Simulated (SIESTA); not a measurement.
Set up this calculation in SIESTA 5.4.2, as the native input.

* Task: relaxation of cell and atoms
* Functional: PBE
* Potentials or basis: PseudoDojo 0.4 standard (PBE files)
* Basis: SZP (energy shift 0.003 Ry)
* Grid cutoff: 500 Ry
* Energy shift: 0.003 Ry
* k mesh: 10 × 10 × 10
* Occupations: fermi-dirac, width 0.05 eV
* Spin: no spin polarisation
* optimiser: CG
* force tolerance: 0.01 eV/Å

The system is Sb.

```
CELL_PARAMETERS angstrom
-1.87134 1.87134 1.87134
1.87134 -1.87134 1.87134
1.87134 1.87134 -1.87134
ATOMIC_POSITIONS crystal
Sb 0.00000 0.00000 0.00000
```

This isn't the form of Sb at room conditions, which is rhombohedral.

One way to write it, as run:

Sb.fdf

```
SystemName                      Sb
SystemLabel                     Sb
NumberOfSpecies                 1
NumberOfAtoms                   1
%block ChemicalSpeciesLabel
  1  51 Sb
%endblock ChemicalSpeciesLabel

UseStructFile                   true

%block kgrid.MonkhorstPack
   10   0   0  0.0
    0  10   0  0.0
    0   0  10  0.0
%endblock kgrid.MonkhorstPack
XC.Functional                   GGA
XC.Authors                      PBE
PAO.BasisSize                   SZP
PAO.EnergyShift                 0.003 Ry
Mesh.Cutoff                     500 Ry
OccupationFunction              FD
ElectronicTemperature           0.05 eV
MaxSCFIterations                120
SCF.MustConverge                false
SCF.Mixer.Method                Pulay
SCF.Mixer.Weight                0.25
SCF.Mixer.History               8
SCF.DM.Tolerance                5.0e-05
SCF.H.Tolerance                 1.0e-03 eV
WriteForces                     true
Charge.Mulliken                 end
Charge.Hirshfeld                end
Charge.Voronoi                  end
SaveRho                         true
SaveElectrostaticPotential      true
MD.TypeOfRun                    CG
MD.Steps                        40
MD.MaxForceTol                  0.01 eV/Ang
MD.MaxDispl                     0.1 Ang
WriteCoorStep                   true
AtomCoorFormatOut               Fractional
MD.VariableCell                 true
MD.MaxStressTol                 0.1 GPa
```

Sb.STRUCT_IN

```
  -1.8713408863     1.8713408863     1.8713408863
   1.8713408863    -1.8713408863     1.8713408863
   1.8713408863     1.8713408863    -1.8713408863
1
1  51    0.0000000000     0.0000000000     0.0000000000
```

Potentials or basis: PseudoDojo 0.4 standard (PBE files), SZP (energy shift 0.003 Ry).

Command:

```console
$ siesta Sb.fdf > Sb.out 2>&1
```

Results of the run:

| Property | Result |
| --- | --- |
| Relaxed volume | 28.76 Å³/atom |
| Relaxed cell | a = 3.343 Å, b = 3.343 Å, c = 3.343 Å, α = 109.48°, β = 109.48°, γ = 109.48° |
| Space group after relaxing (to 0.05 Å) | Im-3m (No. 229) |
| Energy gained by relaxing | 44.4 meV/atom |
| Ionic steps | 5 |
| Pressure after relaxing | 0.0 GPa |
| Band gap on the k mesh | none (metal or under the smearing width) |

Caveat: the basis of atomic orbitals isn't converged, which shifts pressures, moduli and gaps.

Wall time 55 s on 1 thread of Intel(R) Xeon(R) Platinum 8488C (Sapphire Rapids) (shared host), peak memory 0.22 GiB.
